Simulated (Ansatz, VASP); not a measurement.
# InF in two plane-wave programs, part 2 of 2

Wanted: the spread between two codes on one cell, functional and k mesh. The cell is generated by rule, not measured, and may not be a known phase. The cell is taken from a series of runs on this material, whose earlier steps may have relaxed, scaled, displaced or heated it; both programs get it as it stands.

VASP 6.6.1 and Ansatz 0.2.0.

So far: Starting point; VASP: relaxation of cell and atoms, PBEsol.

### 3. Ansatz: relaxation of cell and atoms, PBEsol

Level of this step: Ansatz beside VASP: Kohn-Sham DFT, plane waves, PBEsol (Ansatz).

Ansatz runs on its default PAW (the set named soft_2) files.

The same cell, functional, mesh and smearing now go to Ansatz, which takes its cutoff from its data sets.

File input.yaml:

```yaml
crystal:
  lattice:
    - [8.5430829366, 0.0, 0.0]
    - [0.0, 3.0309454513, 0.0]
    - [0.0, 0.0, 5.4169094295]
  atoms:
    - { symbol: In, position: [0.0, 0.0, 0.5] }
    - { symbol: In, position: [0.25, 0.0, 0.9555999511] }
    - { symbol: In, position: [0.5, 0.0, 0.5] }
    - { symbol: In, position: [0.75, 0.0, 0.0444000489] }
    - { symbol: F, position: [0.0, 0.5, 0.0] }
    - { symbol: F, position: [0.25, 0.5, 0.2994724103] }
    - { symbol: F, position: [0.5, 0.5, 0.0] }
    - { symbol: F, position: [0.75, 0.5, 0.7005275897] }
kpoints:
  mp_grid: { grid: [4, 12, 8] }
hamiltonian:
  xc: pbesol
scf:
  occupations: { method: methfessel_paxton, width: 0.2 }
output:
  forces: true
  stress: true
  eigenvalues: true
relax:
  adjacent_minimum: "off"
  f_tol: 0.001
  max_steps: 60
  cell: { stress_tol: 0.01 }
```

Started as:

```bash
$ ansatz run input.yaml --threads 4 --pin off --max-ram 7168MiB --backend cpu --events-out ev --progress --plain --runs-dir out
```

Numbers of over 12 decimals in the logs are rounded to 6 here.

What it wrote:

```text
Engine: ansatz 0.2.0, aarch64-unknown-linux-gnu
Pseudopotentials: kind: paw
Pseudopotential: In, paw, valence charge 13, recommended cutoff 420 eV (normal), In.paw.azcp
Pseudopotential: F, paw, valence charge 7, recommended cutoff 420 eV (normal), F.paw.azcp
Functional definition: PBEsol
  exchange = pbesol_x
  correlation = pbesol_c
Crystal: 8 atoms, lattice volume = 140.263 Å³
Basis set: ecut = 420 eV, 2749 PW (Γ), exchange–correlation on 120×48×80 points (8 copies of the dense FFT grid, shifted against one another)
Bands: 48, of which v1, the nominal top of the filled ones, is band 40 counted from 1 (39 counted from 0)
Symmetry: 8 space group operations
Space group: Pmma (ITA 51), of the structure as read, at distance tolerance 5.2e-5 Å
k-points: 105 of 384
Non-local potential: In, projectors of the file, l = 0: 2, l = 1: 2, l = 2: 2, l = 3: 2
Non-local potential: F, projectors of the file, l = 0: 2, l = 1: 2, l = 2: 1
PAW form: soft (Blöchl's): semilocal exchange-correlation on the pseudo side does not see the compensation charge
PAW frozen core: In, regenerated for the run's functional, and the local potential with it (the file was generated under x = pbe(κ = 0.804, μ = 0.219515), c = pbe(β = 0.066725))
PAW frozen core: F, regenerated for the run's functional, and the local potential with it (the file was generated under x = pbe(κ = 0.804, μ = 0.219515), c = pbe(β = 0.066725))
PAW one-centre angular grid: In, 590 points (default); XC on 64 Gauss nodes
PAW one-centre angular grid: F, 110 points (default); XC on 64 Gauss nodes
Initial density: superposition of atomic densities (neutral atoms: chi_scale 0, normalization atom), corrected by the library's trained network
Initial wavefunctions: pseudopotential atomic-orbital guess
Functional: x = pbesol(κ = 0.804, μ = 0.123457), c = pbesol(β = 0.046)
SCF iter   1: F=—  HF=-25303.858501 eV  |F-HF|=—  |Δ(HF+E_count)|=         —  Δρ=1.63e-2  dr2=2.82e-1  ethr=1.77e-3  ⟨swp⟩=6.2  Hψ=18037  notcnv=0
preconditioner: auto → Kerker (q_TF=auto, 2.485 Å⁻¹)  [metal: Δε(μ)=0.016 eV  Ē_g=14.671 eV  σ=0.200 eV  W_gap=0.07  n_scr=32 (ndim 8)  ℏωp=28.0 eV  f_vac=0.000  D(μ)=1.09/eV (n_scr^D=4)]
SCF iter   2: F=—  HF=-25303.791189 eV  |F-HF|=—  |Δ(HF+E_count)|=   6.73e-2  S|Δr|=    0.00e0  Δρ=4.08e-3  dr2=1.49e-2  ethr=3.52e-4  ⟨swp⟩=2.3  Hψ=10502  notcnv=0  defer=56
SCF iter   3: F=—  HF=-25303.788546 eV  |F-HF|=—  |Δ(HF+E_count)|=   2.64e-3  S|Δr|=    0.00e0  Δρ=1.77e-3  dr2=6.33e-3  ethr=1.87e-5  ⟨swp⟩=2.3  Hψ=6539  notcnv=0  defer=56
SCF iter   4: F=—  HF=-25303.786859 eV  |F-HF|=—  |Δ(HF+E_count)|=   1.69e-3  S|Δr|=    0.00e0  Δρ=6.73e-4  dr2=1.07e-3  ethr=7.92e-6  ⟨swp⟩=1.8  Hψ=4950  notcnv=0  defer=56
SCF iter   5: F=—  HF=-25303.786592 eV  |F-HF|=—  |Δ(HF+E_count)|=   2.66e-4  S|Δr|=    0.00e0  Δρ=4.35e-4  dr2=2.41e-4  ethr=1.33e-6  ⟨swp⟩=2.0  Hψ=6480  notcnv=0  defer=56
SCF iter   6: F=—  HF=-25303.786539 eV  |F-HF|=—  |Δ(HF+E_count)|=   5.33e-5  S|Δr|=    0.00e0  Δρ=1.03e-4  dr2=1.58e-5  ethr=3.01e-7  ⟨swp⟩=2.0  Hψ=8998  notcnv=0  defer=56
SCF iter   7: F=—  HF=-25303.786435 eV  |F-HF|=—  |Δ(HF+E_count)|=   1.04e-4  S|Δr|=    0.00e0  Δρ=2.78e-5  dr2=1.71e-6  ethr=1.97e-8  ⟨swp⟩=2.1  Hψ=6502  notcnv=0  defer=51
SCF iter   8: F=—  HF=-25303.786435 eV  |F-HF|=—  |Δ(HF+E_count)|=   8.36e-8  S|Δr|=    0.00e0  Δρ=6.48e-6  dr2=1.64e-7  ethr=2.13e-9  ⟨swp⟩=2.0  Hψ=6408  notcnv=0  defer=51
SCF iter   9: F=-25303.786435 eV  HF=-25303.786435 eV  |F-HF|=2.16e-8  |Δ(HF+E_count)|=   1.77e-8  S|Δr|=    0.00e0  Δρ=2.96e-6  dr2=3.84e-8  ethr=1.25e-10  ⟨swp⟩=9.0  Hψ=18699  notcnv=0
SCF 1 converged in 9 iterations: F = -25303.786435 eV  dr2 = 3.84e-8
  greatest PAW one-centre occupation: 0.985 electrons in one spin orbital (limit 2), on the In atom at site 3 (counted from 0), in its partial waves of l = 2
relax step   1: F+E_penalty+E_count = -25303.78643495 eV  Δ(F+E_penalty+E_count) = +0.000e0 eV  max|allowed force component| = 2.085e-4 eV/Å  Δτ_max = 0.0000 Å  P = +0.002 GPa  Ω = 140.263 Å³  (9 SCF iters, dr2 threshold 1.00e-7 eV, accepted)
[...]
relax step   5: F+E_penalty+E_count = -25303.78642909 eV  Δ(F+E_penalty+E_count) = +1.724e-5 eV  max|allowed force component| = 1.566e-3 eV/Å  Δτ_max = 0.0008 Å  P = +0.004 GPa  Ω = 140.275 Å³  energy of the carried Pulay correction = -1.535e-5 eV  (7 SCF iters, dr2 threshold 3.70e-10 eV, accepted)
[...]
relax step   6: F+E_penalty+E_count = -25303.78642379 eV  Δ(F+E_penalty+E_count) = +5.305e-6 eV  max|allowed force component| = 3.623e-5 eV/Å  Δτ_max = 0.0003 Å  P = +0.000 GPa  Ω = 140.277 Å³  energy of the carried Pulay correction = -2.120e-5 eV  (6 SCF iters, dr2 threshold 1.53e-10 eV, accepted)
[...]
relax step   7: F+E_penalty+E_count = -25303.78637094 eV  Δ(F+E_penalty+E_count) = +5.285e-5 eV  max|allowed force component| = 1.803e-5 eV/Å  Δτ_max = 0.0000 Å  P = +0.000 GPa  Ω = 140.277 Å³  stress off target by 5.58e-3 GPa  SCF on the basis re-selected at this cell (its energy is not comparable with the rows above)  (6 SCF iters)
basis re-selected at this cell: Δ(F+E_penalty+E_count) = +5.285e-5 eV, ΔP = +0.000 GPa vs the last step (what re-selecting the basis moved, of the pressure what is left beyond the Pulay correction that the steps carried, after the strain that the cell walked since its last selection, with what the two solves' SCF thresholds leave and, on support functions, any second-order correction that the steps lacked; it is no m [...]
SCF converged after 6 iterations
Stability not checked: this state was not tested for a lower state beside it, because cold or Methfessel-Paxton smearing, or corrected tetrahedra, fill the levels in a way that the test cannot read (fill_not_monotonic; see scf.lower_state_search)
Free energy (F): -25303.786371 eV
Harris-Foulkes:  -25303.786371 eV  (|F-HF|=3.64e-12)
Internal energy: -25303.786014 eV  (E = F + TS)
E sigma→0 (E₀):  -25303.786282 eV
Entropy (-TS):   -0.000357 eV (-0.045 meV/atom)
Fermi energy:    8.537788 eV
--- Per-component energies (eV) ---
  E_band       = -226.305794
  E_kinetic    = 1783.351180
  E_local      = -6499.233576  (includes V_loc(G=0)·N_el)
  E_nonlocal   = 1766.168459
  E_hartree    = 2488.753455
  E_xc         = -1170.462030
  E_vxc        = -806.342025  (∫ρ·V_xc dr)
  E_paw        = -17094.080934  (= ΣΔE_a)
  E_vpaw       = -1447.764887  (= ΣTr[D̂ρ^β])
  E_aug_tail   = 0.008134  (compensation charges beyond the density's cutoff)
  E_ewald      = -6579.404084
  E_core_change = 1.113381  (= ΣΔE_core)
  E_smearing   = -0.000357  (= −TS)
  E_closure    = -0.000000  (closes the sum)
  Σ components = -25303.786371   (vs F -25303.786371, Δ=0.00e0)
--- Forces (eV/Å), atoms counted from 1 ---
  atom   1  In     0.00000000     0.00000000     0.00000000
  atom   2  In    -0.00000000    -0.00000000     0.00000154
  atom   3  In     0.00000000     0.00000000     0.00000000
  atom   4  In     0.00000000     0.00000000    -0.00000154
  atom   5  F     -0.00000000     0.00000000    -0.00000000
  atom   6  F     -0.00000000    -0.00000000    -0.00001803
  atom   7  F     -0.00000000    -0.00000000     0.00000000
  atom   8  F      0.00000000     0.00000000     0.00001803
  max |Σ_I F_I| component: 6.56e-28 eV/Å
--- Stress (GPa, compression-positive) ---
       -0.004415       0.000000      -0.000000
        0.000000      -0.000835      -0.000000
       -0.000000      -0.000000       0.005578
  P = ⅓ Tr σ = 0.0001 GPa (0.001 kbar)
--- Band table (eV; the first three rows and the last of 105) ---
  k-point 0: bands = [... 36 lower, 4.7393, 5.3062, 6.3606, 6.5062, 10.1932, 10.4841, 11.3973, 11.5868, ... 4 higher]
  k-point 1: bands = [... 36 lower, 4.7410, 5.3604, 6.2570, 6.5973, 9.9974, 10.2006, 10.4432, 12.0165, ... 4 higher]
  k-point 2: bands = [... 36 lower, 4.7446, 5.5083, 6.0359, 6.7769, 9.2324, 9.3479, 10.5253, 12.2902, ... 4 higher]
  k-point 104: bands = [... 36 lower, 6.1064, 6.1064, 8.4759, 8.4759, 8.9142, 8.9142, 10.4177, 10.4177, ... 4 higher]
--- Relaxed structure (6 steps of the walk, 5 accepted, 1 SCFs on fresh bases) ---
  F+E_penalty+E_count = -25303.78637094 eV   max|allowed force component| = 1.803e-5 eV/Å   (the final SCF, on the basis selected at the relaxed cell)
  cell:  # Å, volume = 140.2767 Å³
    - [8.536711, 0.0, 0.0]
    - [0.0, 3.030498, 0.0]
    - [0.0, 0.0, 5.422269]
  atoms:
    - { symbol: In, position: [0, 0, 0.5] }
    - { symbol: In, position: [0.250000, 0, 0.955581] }
    - { symbol: In, position: [0.500000, 0, 0.5] }
    - { symbol: In, position: [0.750000, 0, 0.044419] }
    - { symbol: F, position: [0, 0.500000, 0] }
    - { symbol: F, position: [0.250000, 0.500000, 0.299227] }
    - { symbol: F, position: [0.500000, 0.500000, 0] }
    - { symbol: F, position: [0.750000, 0.500000, 0.700773] }
```

### 4. Comparison

Known differences besides the potentials themselves: the cutoff is 420 eV in Ansatz and 600 eV in VASP; Ansatz makes its cores anew for this functional, VASP keeps those of its PBE data sets; Ansatz adds a Pulay correction to the stress that steers its cell, VASP none. Total energies have different zeros and are not compared.

Both answers:

| quantity | Ansatz | VASP | difference |
| --- | --- | --- | --- |
| volume (Å³) | 140.28 | 139.74 | +0.38 % |
| edge a after relaxation, in the typed setting (Å) | 8.537 | 8.527 | +0.11 % |
| edge b after relaxation, in the typed setting (Å) | 3.030 | 3.028 | +0.09 % |
| edge c after relaxation, in the typed setting (Å) | 5.422 | 5.413 | +0.18 % |

### 5. VASP: zone-centre phonons, PBEsol

Second derivatives magnify differences that forces hide, and they need a tight electronic threshold. This pair takes another cell of the material, with 2 atoms against 8 for the pair before.

File INCAR:

```
SYSTEM = InF
PREC = Accurate
ENCUT = 600
EDIFF = 1E-08
NELM = 120
ISMEAR = 1
SIGMA = 0.2
LREAL = .FALSE.
ALGO = Normal
GGA = PS
NBANDS = 16
LORBIT = 11
LWAVE = .FALSE.
LCHARG = .FALSE.
ISIF = 2
IBRION = 8
LASPH = .TRUE.
GGA_COMPAT = .FALSE.
KPAR = 2
```

File POSCAR:

```
InF
1.0
    3.5045969273      0.0000000000      0.0000000000
    0.0000000000      2.3707732311      2.3781263702
    0.0000000000     -2.3707732311      2.3781263702
In F
1 1
Direct
    0.0000000000      0.9511072869      0.9511072869
    0.5000000000      0.6300685149      0.6300685149
```

File KPOINTS:

```
Automatic mesh
0
Gamma
12 12 12
0 0 0
```

The projector-augmented-wave data sets are In_d and F (PBE family, release 64).

Started as:

```bash
$ mpirun -np 2 vasp_std
```

What it wrote:

```text
[banner, memory and clock lines left out]
running    2 mpi-ranks, on    1 nodes
[...]
[... a notice as in an earlier step ...]

 LDA part: xc-table for (Slater+PW92), standard interpolation
 POSCAR, INCAR and KPOINTS ok, starting setup
[...]
entering main loop
       N       E                     dE             d eps       ncg     rms          rms(c)
DAV:   1     0.166455979277E+03    0.16646E+03   -0.10714E+04  9664   0.180E+03
DAV:   2     0.433630776577E+01   -0.16212E+03   -0.15479E+03 10584   0.391E+02
DAV:   3    -0.850672719155E+01   -0.12843E+02   -0.12792E+02 11664   0.108E+02
DAV:   4    -0.877533476882E+01   -0.26861E+00   -0.26855E+00 11368   0.164E+01
[...]
DAV:  14    -0.790126434656E+01    0.63697E-07   -0.14445E-07 13600   0.351E-03    0.165E-03
DAV:  15    -0.790126430931E+01    0.37259E-07   -0.15416E-08  9272   0.119E-03    0.394E-04
DAV:  16    -0.790126431233E+01   -0.30241E-08   -0.31513E-09  5328   0.531E-04
   1 F= -.79012643E+01 E0= -.79011511E+01  d E =-.339562E-03
[...]
RMM:  11    -0.533930300786E+00    0.24849E-06   -0.93611E-10 33144   0.120E-04    0.121E-05
RMM:  12    -0.533930354148E+00   -0.53362E-07   -0.20361E-10 32310   0.517E-05    0.484E-06
RMM:  13    -0.533930359743E+00   -0.55954E-08   -0.13791E-10 33234   0.210E-05    0.147E-06
 first order change of Fermi-energy  -0.72209E-04
 force on displaced ion       2 direction 2 :   0.000  -0.126  -0.000
 Linear response progress:
  Degree of freedom:   6/  6
       N       E                     dE             d eps       ncg     rms          rms(c)
RMM:   1    -0.545133208667E+00   -0.54513E+00    0.69655E-01 20319   0.434E+00
RMM:   2    -0.532302132998E+00    0.12831E-01   -0.37915E-02 15993   0.176E+00    0.978E-02
RMM:   3    -0.532550198359E+00   -0.24807E-03   -0.61813E-03 17266   0.631E-01    0.559E-02
RMM:   4    -0.533785796526E+00   -0.12356E-02   -0.80989E-04 15482   0.236E-01    0.121E-02
[...]
RMM:   9    -0.533713962716E+00    0.75746E-06   -0.71834E-08 17300   0.199E-03    0.585E-04
RMM:  10    -0.533714331073E+00   -0.36836E-06   -0.12393E-08 19144   0.770E-04    0.227E-04
RMM:  11    -0.533714328268E+00    0.28055E-08   -0.44720E-09 17181   0.302E-04    0.418E-05
 first order change of Fermi-energy   0.86384E+00
 force on displaced ion       2 direction 3 :   0.000   0.000  -2.306
 Linear response finished
```

From OUTCAR (step 5):

```text
  Total        0.0097733     -0.0506093     -0.0104434      0.0000000      0.0000000      0.0000000
  in kB        0.3962404     -2.0518590     -0.4234094      0.0000000      0.0000000      0.0000000
  external PRESSURE =      -0.6930093 kB  Pullay stress =       0.0000000 kB

 POSITION                                       TOTAL-FORCE (eV/Angst)
 -----------------------------------------------------------------------------------
      0.00000      0.00000      4.52371         0.000000      0.000000      0.026439
      1.75230      0.00000      2.99677         0.000000      0.000000     -0.026439
 -----------------------------------------------------------------------------------
    total drift:                                0.000000     -0.000001      0.000814

[... 2 further parts left out ...]
```

### 6. Ansatz: zone-centre phonons, PBEsol

The same cell, functional, mesh and smearing now go to Ansatz, which takes its cutoff from its data sets.

The cell is taken from a series of runs on this material, whose earlier steps may have relaxed, scaled, displaced or heated it; both programs get it as it stands.

File input.yaml:

```yaml
crystal:
  lattice:
    - [3.5045969273, 0.0, 0.0]
    - [0.0, 2.3707732311, 2.3781263702]
    - [0.0, -2.3707732311, 2.3781263702]
  atoms:
    - { symbol: In, position: [0.0, 0.9511072869, 0.9511072869] }
    - { symbol: F, position: [0.5, 0.6300685149, 0.6300685149] }
kpoints:
  mp_grid: { grid: [12, 12, 12] }
hamiltonian:
  xc: pbesol
scf:
  occupations: { method: methfessel_paxton, width: 0.2 }
output:
  eigenvalues: true
phonons:
  method: dfpt
```

Started as:

```bash
$ ansatz run input.yaml --threads 4 --pin off --max-ram 7168MiB --backend cpu --events-out ev --progress --plain --runs-dir out
```

What it wrote:

```text
zone centre: on kpoints.mp_grid the ground state, and the responses unless they are solved on pairs of k-points, stand on 301 of the mesh's 1728 k-points, reduced under 4 symmetry operations, with k and −k counted as one. Each operation leaves every solved displacement unchanged or reverses it
[...]
Crystal: 2 atoms, lattice volume = 39.518 Å³
[...]
k mesh reduced under 4 symmetry operations, with k and −k counted as one. Each operation leaves every solved displacement unchanged or reverses it
  ASR residual: 4.604e-5 → 0.000e0 eV/Å²; symmetrization residual: 3.491e-6 eV/Å²
  ASR residual per site (eV/Å²): 3.45e-5 4.60e-5
  Γ frequencies (cm⁻¹): 0.00 0.00 0.00 49.46 128.14 192.84
  non-analytic LO–TO correction: not included (Born effective charges unavailable; polar crystals: no LO–TO splitting at Γ)
[key lines of the parts left out:]
SCF converged after 9 iterations
Free energy (F): -6326.004515 eV
Fermi energy:    6.894217 eV
```

### 7. Side by side

Compared:

| quantity | Ansatz | VASP | difference |
| --- | --- | --- | --- |
| optical mode 1 (cm⁻¹) | 49.5 | 45.7 | +3.8 |
| optical mode 2 (cm⁻¹) | 128.1 | 138.0 | -7.14 % |
| optical mode 3 (cm⁻¹) | 192.8 | 196.2 | -1.69 % |

Modes are paired by rising frequency, not by their patterns, so a pair may set unlike modes beside each other; they are those without the splitting of longitudinal modes.

### 8. Results

```yaml
difference_in_volume_relaxation_of_cell_and_atoms_pbesol: 0.38 %
r_m_s_difference_of_the_optical_zone_centre_modes_each_program_s_sorted_by_frequency_zone_centre_phonons_pbesol: 6.4 cm⁻¹
difference_in_optical_mode_2_zone_centre_phonons_pbesol: -7.1 %
```

In words: The difference in volume is 0.38 % (relaxation of cell and atoms, PBEsol), within the 1.2 % picked in this series as the mark of a large difference, as far as the stopping tolerances let one tell. Among the rows given in per cent, the largest difference of the zone-centre phonons, PBEsol pair is in optical mode 2, -7.1 %. How closely two codes agree says nothing of how well the functional describes the real material.

[Lines on the potential files, build, host, timing and source positions are cut from VASP's logs without a mark.]

[Logs are printed without paths, hosts, clocks, repeated set-up lines and the standing remarks that a program may print on its own settings, such as how far it seeks lower states.]

[Hosts, paths, dates, database ids (printed as entryN), source tags and the programs' standing remarks are cut or masked in the printed files.]
